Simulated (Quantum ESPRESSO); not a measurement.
**HfC: single point with PBE**

Crystal: HfC.

```
Hf C
1.0
     2.43943    0.00000    0.00000
     0.00000    4.69500    0.00000
     0.00000    0.00000    2.56227
Hf C
1 1
Cartesian
  0.0000 0.0000 0.0000
  0.0000 2.3475 1.9217
```

The cell was built by a generator and needn't be a form met in nature.

```
Program             : Quantum ESPRESSO 7.5
Task                : single point
Functional          : PBE
Potentials or basis : SSSP 1.3 efficiency PBE
Cutoff              : 816 eV
Density cutoff      : 5987 eV
k mesh              : 11 × 6 × 10
Occupations         : fermi-dirac, width 0.05 eV
Spin                : no spin polarisation
Mixing beta         : 0.5
Most SCF iterations : 120
SCF threshold       : 4e-10 Ry
```

- Pressure: 11.6 GPa
- Largest force: 0.126 eV/Å
- Band gap on the k mesh: none (metal or under the smearing width)

Forces in eV/Å, atoms in the order of the input:
```
Hf   0.000  0.000  0.126
C    0.000  0.000 -0.126
```

Stress tensor (GPa, compression positive):
```
 56.68   0.00   0.00
  0.00 -50.07   0.00
  0.00   0.00  28.20
```

Levels at points of the mesh, in eV from the Fermi level:
| k point | band 5 | band 6 | band 7 | band 8 | band 9 | band 10 | band 11 | band 12 |
| --- | --- | --- | --- | --- | --- | --- | --- | --- |
| (0.00, 0.00, 0.00) | -11.81 | -4.41 | -2.56 | -2.36 | 3.07 | 4.40 | 5.05 | 6.25 |
| (0.00, 0.00, -0.50) | -8.98 | -4.18 | -3.44 | -1.64 | 2.49 | 4.79 | 5.26 | 5.82 |
| (0.00, -0.50, 0.00) | -11.01 | -6.19 | -2.89 | -2.23 | 3.33 | 3.98 | 6.03 | 7.64 |
| (0.00, -0.50, -0.50) | -8.87 | -4.21 | -2.47 | -1.51 | 1.01 | 2.85 | 4.93 | 5.42 |

It took 49 s on 1 thread of Arm Neoverse V1, on a shared host, peak memory 0.13 GiB.

The run has no spin-orbit coupling, so splittings on Hf are missing.
